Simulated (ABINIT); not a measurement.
# PbSe (Clausthalite) (Fm-3m) in ABINIT: a series of runs, part 2 of 2

ABINIT 10.8.3 (patched build). Earlier steps stand in the parts before.

## (3) Equation of state, LDA-VWN

File run.abi:

```
# Datasets: one volume each
ndtset 7
getwfk -1
scalecart1 3*0.9795861087
scalecart2 3*0.9864848297
scalecart3 3*0.9932883884
scalecart4 3*1.0000000000
scalecart5 3*1.0066227096
scalecart6 3*1.0131594038
scalecart7 3*1.0196128224

# Pseudopotentials
pp_dirpath "./"
pseudos "Pb.LDA_PW-JTH.xml, Se.LDA_PW-JTH.xml"

# Structure
acell 8.1795146323 8.1795146323 8.1795146323
rprim
     0.0000000000     0.7071067812     0.7071067812
     0.7071067812     0.0000000000     0.7071067812
     0.7071067812     0.7071067812     0.0000000000
ntypat 2
znucl 82 34
natom 2
typat 1 2
xred
     0.0000000000     0.0000000000     0.0000000000
     0.5000000000     0.5000000000     0.5000000000

# Plane-wave basis
ecut 17.0
pawecutdg 34.0

# k points
kptopt 1
ngkpt 8 8 8
nshiftk 1
shiftk 0.0 0.0 0.0

# Exchange and correlation
ixc -1007

# Bands and occupations
nband 14
occopt 3
tsmear 0.00183747

# SCF cycle
nstep 100
tolvrs 1.0e-9

# Output
iomode 3
prtwf 1
prtden 0
prteig 0
prtebands 0
enunit 1
```

Potentials or basis: JTH PAW LDA v2.0.

Command:

```sh
$ abinit run.abi > log 2>&1
```

run.abo:

```text
.Version 10.8.3 of ABINIT
 DATASET    1 : space group Fm -3 m (#225); Bravais cF (face-center cubic)
================================================================================
 Values of the parameters that define the memory need for DATASET  1.
     intxc =       0    ionmov =       0      iscf =      17    lmnmax =      18
     lnmax =       6     mgfft =      30  mpssoang =       3    mqgrid =    3001
     natom =       2  nloc_mem =       2    nspden =       1   nspinor =       1
    nsppol =       1      nsym =      48    n1xccc =       1    ntypat =       2
    occopt =       3   xclevel =       1
       mpw =        1243          nfft =       27000          nkpt =          29
 PAW method is used; the additional fine FFT grid is defined by:
   mgfftf=        45    nfftf =     91125
================================================================================
================================================================================
[... 71 lines left out ...]
 DATASET    7 : space group Fm -3 m (#225); Bravais cF (face-center cubic)
================================================================================
 Values of the parameters that define the memory need for DATASET  7.
     intxc =       0    ionmov =       0      iscf =      17    lmnmax =      18
     lnmax =       6     mgfft =      32  mpssoang =       3    mqgrid =    3001
     natom =       2  nloc_mem =       2    nspden =       1   nspinor =       1
    nsppol =       1      nsym =      48    n1xccc =       1    ntypat =       2
    occopt =       3   xclevel =       1
       mpw =        1387          nfft =       32768          nkpt =          29
 PAW method is used; the additional fine FFT grid is defined by:
   mgfftf=        45    nfftf =     91125
================================================================================
================================================================================

--------------------------------------------------------------------------------
------------- Echo of variables that govern the present computation ------------
--------------------------------------------------------------------------------
 -outvars: echo values of preprocessed input variables --------
            acell      8.1795146323E+00  8.1795146323E+00  8.1795146323E+00 Bohr
              amu      2.07200000E+02  7.89600000E+01
             ecut      1.70000000E+01 Hartree
[... 150 lines left out ...]

   1.05530777E+03                                ecore*ucvol(ha*bohr**3)
--------------------------------------------------------------------------------

================================================================================

--- !BeginCycle
iteration_state: {dtset: 1, }
solver: {iscf: 17, nstep: 100, nline: 4, wfoptalg: 10, }
tolerances: {tolvrs: 1.00E-09, }
...
[... 1194 lines left out ...]
-Cartesian components of stress tensor (GPa)         [Pressure= -5.6676E+00 GPa]
- sigma(1 1)=  5.66764900E+00  sigma(3 2)=  0.00000000E+00
- sigma(2 2)=  5.66764900E+00  sigma(3 1)=  0.00000000E+00
- sigma(3 3)=  5.66764900E+00  sigma(2 1)=  0.00000000E+00

== END DATASET(S) ==============================================================
================================================================================

 -outvars: echo values of variables after computation  --------
            acell      8.1795146323E+00  8.1795146323E+00  8.1795146323E+00 Bohr
           etotal1    -7.1112945664E+01
           etotal2    -7.1113098706E+01
           etotal3    -7.1112964739E+01
           etotal4    -7.1112515293E+01
           etotal5    -7.1111826120E+01
           etotal6    -7.1110920127E+01
           etotal7    -7.1109802803E+01
            fcart1    -0.0000000000E+00 -0.0000000000E+00 -0.0000000000E+00
                      -0.0000000000E+00 -0.0000000000E+00 -0.0000000000E+00
            fcart2    -0.0000000000E+00 -0.0000000000E+00 -0.0000000000E+00
                      -0.0000000000E+00 -0.0000000000E+00 -0.0000000000E+00
            fcart3    -0.0000000000E+00 -0.0000000000E+00 -0.0000000000E+00
                      -0.0000000000E+00 -0.0000000000E+00 -0.0000000000E+00
            fcart4    -0.0000000000E+00 -0.0000000000E+00 -0.0000000000E+00
                      -0.0000000000E+00 -0.0000000000E+00 -0.0000000000E+00
            fcart5    -0.0000000000E+00 -0.0000000000E+00 -0.0000000000E+00
                      -0.0000000000E+00 -0.0000000000E+00 -0.0000000000E+00
[... 38 lines left out ...]
                       0.0000000000E+00  0.0000000000E+00  0.0000000000E+00
           xangst1     0.0000000000E+00  0.0000000000E+00  0.0000000000E+00
                       2.9981702216E+00  2.9981702216E+00  2.9981702216E+00
           xangst2     0.0000000000E+00  0.0000000000E+00  0.0000000000E+00
                       3.0192847920E+00  3.0192847920E+00  3.0192847920E+00
           xangst3     0.0000000000E+00  0.0000000000E+00  0.0000000000E+00
                       3.0401081039E+00  3.0401081039E+00  3.0401081039E+00
           xangst4     0.0000000000E+00  0.0000000000E+00  0.0000000000E+00
                       3.0606499980E+00  3.0606499980E+00  3.0606499980E+00
           xangst5     0.0000000000E+00  0.0000000000E+00  0.0000000000E+00
                       3.0809197941E+00  3.0809197941E+00  3.0809197941E+00
           xangst6     0.0000000000E+00  0.0000000000E+00  0.0000000000E+00
                       3.1009263272E+00  3.1009263272E+00  3.1009263272E+00
           xangst7     0.0000000000E+00  0.0000000000E+00  0.0000000000E+00
                       3.1206779828E+00  3.1206779828E+00  3.1206779828E+00
             xred      0.0000000000E+00  0.0000000000E+00  0.0000000000E+00
                       5.0000000000E-01  5.0000000000E-01  5.0000000000E-01
 Calculation completed.
```

Run time: 64 s. Hardware: 1 thread of AMD EPYC 9R14 (Zen 4), shared host; peak memory 0.14 GiB.

Results:

| Item | Value |
| --- | --- |
| Equilibrium volume | 27.52 Å³/atom |
| Bulk modulus | 58 GPa |
| Pressure derivative of the bulk modulus | 4.5 (rough: it moves with the points fitted) |

Energy against volume, from the lowest point:
```
volume (Å³/atom)  energy (meV/atom)
          26.951               2.08
          27.524               0.00
          28.097               1.82
          28.671               7.94
          29.244              17.31
          29.818              29.64
          30.391              44.84
```

Caveat: the cutoff is too short for stress, so the log's stress isn't used; pressures at fixed basis lie under the slope of the energies.

## (4) Band structure, r2SCAN

File run.abi:

```
ndtset 2

pp_dirpath "./"
pseudos "Pb.GGA_PBE-JTH_sp.xml, Se.GGA_PBE-JTH.xml"

acell 8.1795146323 8.1795146323 8.1795146323
rprim
     0.0000000000     0.7071067812     0.7071067812
     0.7071067812     0.0000000000     0.7071067812
     0.7071067812     0.7071067812     0.0000000000
ntypat 2
znucl 82 34
natom 2
typat 1 2
xred
     0.0000000000     0.0000000000     0.0000000000
     0.5000000000     0.5000000000     0.5000000000

ecut 18.0
pawecutdg 36.0

ixc -497498
usekden 1
pawxcdev 0

occopt 3
tsmear 0.05 eV

nstep 100

iomode 3
prtwf 0
prteig 0
prtebands 0
enunit 2
prtden1 1
prtkden1 1
prtvha1 1
prtvclmb1 1
prtpot1 1

kptopt1 1
ngkpt1 8 8 8
nshiftk1 1
shiftk1 0.0 0.0 0.0
nband1 9
tolvrs1 1.0e-7

iscf2 -2
getden2 1
getkden2 1
nband2 13
nbdbuf2 2
tolwfr2 1.0e-12
kptopt2 -9
ndivsm2 8
prteig2 1
kptbounds2
     0.0000000000     0.0000000000     0.0000000000
     0.5000000000     0.0000000000     0.5000000000
     0.5000000000     0.2500000000     0.7500000000
     0.3750000000     0.3750000000     0.7500000000
     0.0000000000     0.0000000000     0.0000000000
     0.5000000000     0.5000000000     0.5000000000
     0.6250000000     0.2500000000     0.6250000000
     0.5000000000     0.2500000000     0.7500000000
     0.5000000000     0.5000000000     0.5000000000
     0.3750000000     0.3750000000     0.7500000000
```

Potentials or basis: JTH PAW PBE v2.0 sp.

Command:

```sh
$ abinit run.abi > log 2>&1
```

Run time: 2.1 min. Hardware: 1 thread of AMD EPYC 9R14 (Zen 4), shared host; peak memory 0.17 GiB.

The run converged. Its results:

| Item | Value |
| --- | --- |
| Free energy | 1381.0367 eV |
| Pressure | 1.5 GPa |
| Band gap on the k mesh | 0.60 eV, direct |
| Band gap along the path | 0.60 eV, direct |
| Valence electrons inside the program's atomic spheres | Pb 2.51; Se 3.94 |

Levels at the corners of the path, in eV from the valence-band top:
```
point  band 2  band 3  band 4  band 5  band 6  band 7  band 8  band 9
    Γ   -6.37   -1.96   -1.96   -1.96    5.07    5.07    5.07    6.66
    X   -7.58   -5.14   -3.35   -3.35    3.99    6.03    6.03    6.53
    W   -8.26   -4.37   -4.37   -0.86    2.17    5.36    5.36    7.89
    K   -8.28   -4.73   -2.84   -2.46    3.73    4.29    5.89    6.12
    Γ   -6.37   -1.96   -1.96   -1.96    5.07    5.07    5.07    6.66
    L   -9.09   -1.60   -1.60    0.00    0.60    1.92    1.92    8.48
    U   -8.28   -4.73   -2.84   -2.46    3.73    4.29    5.89    6.12
    W   -8.26   -4.37   -4.37   -0.86    2.17    5.36    5.36    7.89
    L   -9.09   -1.60   -1.60    0.00    0.60    1.92    1.92    8.48
    K   -8.28   -4.73   -2.84   -2.46    3.73    4.29    5.89    6.12
```

Caveat: totals of a meta-GGA on PAW files have another zero than those of a GGA; the PAW data sets were made with another functional, which shifts forces and pressure a little; spin-orbit coupling is left out, which as a rule narrows the gap of such compounds by several tenths of an eV; this set keeps more shells in the core, which shifts pressures and gaps.

## (5) Equation of state, HCTH407

File run.abi:

```
# Datasets: one volume each
ndtset 7
getwfk -1
scalecart1 3*0.9795861087
scalecart2 3*0.9864848297
scalecart3 3*0.9932883884
scalecart4 3*1.0000000000
scalecart5 3*1.0066227096
scalecart6 3*1.0131594038
scalecart7 3*1.0196128224

# Pseudopotentials
pp_dirpath "./"
pseudos "Pb.GGA_PBE-JTH.xml, Se.GGA_PBE-JTH.xml"

# Structure
acell 3*1.0 Angstrom
rprim
     0.0000000000     3.0606500000     3.0606500000
     3.0606500000     0.0000000000     3.0606500000
     3.0606500000     3.0606500000     0.0000000000
ntypat 2
znucl 82 34
natom 2
typat 1 2
xred
     0.0000000000     0.0000000000     0.0000000000
     0.5000000000     0.5000000000     0.5000000000

# Plane-wave basis
ecut 17.0
pawecutdg 34.0

# k points
kptopt 1
ngkpt 8 8 8
nshiftk 1
shiftk 0.0 0.0 0.0

# Exchange and correlation
ixc 27

# Bands and occupations
nband 14
occopt 3
tsmear 0.05 eV

# SCF cycle
nstep 100
tolvrs 1.0e-9

# Output
iomode 3
prtwf 1
prtden 0
prteig 0
prtebands 0
enunit 2
```

Potentials or basis: JTH PAW PBE v2.0.

Command:

```sh
$ abinit run.abi > log 2>&1
```

Run time: 95 s. Hardware: 1 thread of AMD EPYC 9R14 (Zen 4), shared host; peak memory 0.15 GiB.

The run converged. Its results:

```
Equilibrium volume : 31.95 Å³/atom (rough: see the caveat)
Bulk modulus       : 36 GPa (rough)
```

Energy against volume, from the lowest point:
```csv
volume (Å³/atom),energy (meV/atom)
26.951,110.90
27.524,81.54
28.097,56.60
28.671,37.07
29.244,20.97
29.818,8.76
30.391,0.00
```

Caveat: the cutoff is too short for stress, so the log's stress isn't used; pressures at fixed basis lie under the slope of the energies; the minimum lies outside the volumes run; the PAW data sets were made with another functional, which shifts forces and pressure a little.

## (6) Summary

```csv
task,level,potentials or basis,cutoff (eV),fine-grid cutoff,V0 of scaled cells (Å³/atom),B0 (GPa)
equation of state,AM05,JTH PAW PBE v2.0 sp,408,816.342 eV,28.75,52
equation of state,LDA-VWN,JTH PAW LDA v2.0,463,925.187 eV,27.52,58
band structure,r2SCAN,JTH PAW PBE v2.0 sp,490,979.61 eV,-,-
equation of state,HCTH407,JTH PAW PBE v2.0,463,925.187 eV,-,-
```

Alike in all rows: no spin polarisation; cell as given; k mesh 8 × 8 × 8; smearing fermi-dirac 0.05 eV.

Caveats: pressures at fixed basis lie under the slope of the energies (some runs); the PAW data sets were made with another functional, which shifts forces and pressure a little (some runs); this set keeps more shells in the core, which shifts pressures and gaps (some runs); totals of a meta-GGA on PAW files have another zero than those of a GGA (some runs); spin-orbit coupling is left out, which as a rule narrows the gap of such compounds by several tenths of an eV (some runs); the minimum lies outside the volumes run (some runs).

Absolute energies hang on the potentials; compare differences alone.

## (7) Comparison with measurements

Step 2. The cell as given is a measured one (28.67 Å³/atom); AM05 puts the equilibrium volume +0.3 % from it, thermal expansion not counted.

Step 3. The cell as given is a measured one (28.67 Å³/atom); LDA-VWN puts the equilibrium volume -4.0 % from it, thermal expansion not counted.

Step 4. Measured gap of PbSe: 0.15 eV (direct; 4.2 K; a printed reference work, monograph). This calculation gives 0.60 eV (+0.45 eV). 2 values of this kind are on record (0.15 to 0.28 eV); this one was drawn at random. Spin-orbit coupling on Pb, Se is left out. The value is that of r2SCAN, without temperature or zero-point motion.
